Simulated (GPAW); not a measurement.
Write an ASE script for GPAW 26.7.0 that does the following.

```
Task                : single point
Functional          : PBE0
Potentials or basis : GPAW PAW data sets (gpaw-data 1.2.1)
Cutoff              : 600 eV
Basis               : pw
k mesh              : 6 × 6 × 6
Occupations         : fermi-dirac, width 0.05 eV
Spin                : no spin polarisation
Maxiter             : 60
Ranks               : 8
```

YN:

```
Y N
1.0
     0.00000    2.43850    2.43850
     2.43850    0.00000    2.43850
     2.43850    2.43850    0.00000
Y N
1 1
Direct
  0.00000 0.00000 0.00000
  0.50000 0.50000 0.50000
```

These files were run (other wordings do the same):

run.py

```python
from ase import Atoms
from ase.dft.bandgap import bandgap
from ase.io import write
from ase.parallel import parprint
from gpaw import GPAW, PW

atoms = Atoms(['Y', 'N'],
              cell=[[0.0, 2.4385, 2.4385],
                    [2.4385, 0.0, 2.4385],
                    [2.4385, 2.4385, 0.0]],
              scaled_positions=[[0.0, 0.0, 0.0],
                                [0.5, 0.5, 0.5]],
              pbc=True)

calc = GPAW(mode=PW(600),
            xc='PBE0',
            kpts={'size': (6, 6, 6), 'gamma': True},
            occupations={'name': 'fermi-dirac', 'width': 0.05},
            nbands=14,
            convergence={'density': 1e-05, 'energy': 1e-05},
            maxiter=60,
            txt='gpaw.txt')
atoms.calc = calc
energy = atoms.get_potential_energy()
forces = atoms.get_forces()
calc.write('gs.gpw')
write('result.traj', atoms)
parprint(f'Energy: {energy:.6f} eV')
parprint('Forces (eV/A):')
parprint(forces.round(4))
parprint('Fermi level:', round(calc.get_fermi_level(), 4), 'eV')
parprint(f'Gap: {bandgap(calc)[0]:.4f} eV, direct: {bandgap(calc, direct=True)[0]:.4f} eV')
```

Potentials or basis: GPAW PAW data sets (gpaw-data 1.2.1), pw.

Run with:

```sh
$ OMP_NUM_THREADS=1 mpirun -n 8 gpaw python run.py
```

Results of the run:

* Band gap on the k mesh: 1.74 eV, indirect (least direct gap 2.22 eV)

Caveat: the PAW data sets were made with another functional, which shifts forces and pressure a little.

Wall time 31 min on 8 MPI ranks on Arm Neoverse V2 (shared host), peak memory 0.22 GiB a rank.
